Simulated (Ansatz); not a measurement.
# In: strain and displacement

```xyz
1
Lattice="-1.6261 1.6261 2.4739 1.6261 -1.6261 2.4739 1.6261 1.6261 -2.4739" Properties=species:S:1:pos:R:3 pbc="T T T"
In    0.0000    0.0000    0.0000
```

The cell is COD entry 9017523, as deposited and not checked against the literature; nothing was relaxed.

No spin–orbit coupling, which matters for the heavy atoms here.

Level of theory: Ansatz 0.2.0, DFT, PBE, all-electron PAW with datasets made for the crystal, scalar-relativistic.

Sampling and basis: a Γ-centred 12×12×14 k mesh, Fermi–Dirac smearing of 0.05 eV, cutoff 260 eV (chosen by the program for this cell), no spin polarisation; this mesh doesn't keep the crystal's whole symmetry, which leaves small spurious terms.

The unchanged cell is at 2.04 GPa.

In a metal, stresses and small energies carry noise from the k mesh.

x, y and z are the Cartesian axes of the cell as listed; fractional coordinates follow a strain, and an engineering shear is twice the off-diagonal strain component.

(1) One change gave: energy change under 1 meV/atom; stress change (xx, yy, zz, yz, xz, xy) 0.11, 0.11, -0.04, -0.10, -0.10, 0.39 GPa, compression positive. Which change was it?
A. equal xy, yz and zx engineering shear strains of -3 %
B. equal xy, yz and zx engineering shear strains of +1 %
C. equal xy, yz and zx engineering shear strains of -2 %
D. equal xy, yz and zx engineering shear strains of -1 %
E. equal xy, yz and zx engineering shear strains of +2 %
F. equal xy, yz and zx engineering shear strains of +3 %

## Answers

(1) A. For equal xy, yz and zx engineering shear strains of -1 %: energy change under 1 meV/atom; stress change (xx, yy, zz, yz, xz, xy) -0.04, -0.04, 0.10, -0.16, -0.16, 0.11 GPa, compression positive. For equal xy, yz and zx engineering shear strains of +2 %: energy change under 1 meV/atom; stress change (xx, yy, zz, yz, xz, xy) 0.12, 0.12, -0.13, -0.03, -0.03, -0.22 GPa, compression positive. For equal xy, yz and zx engineering shear strains of -2 %: energy change under 1 meV/atom; stress change (xx, yy, zz, yz, xz, xy) 0.04, 0.04, 0.00, -0.20, -0.20, 0.29 GPa, compression positive. For equal xy, yz and zx engineering shear strains of +1 %: energy change under 1 meV/atom; stress change (xx, yy, zz, yz, xz, xy) 0.09, 0.09, -0.13, 0.05, 0.05, -0.11 GPa, compression positive. For equal xy, yz and zx engineering shear strains of +3 %: energy change under 1 meV/atom; stress change (xx, yy, zz, yz, xz, xy) 0.15, 0.15, -0.06, -0.24, -0.24, -0.36 GPa, compression positive.
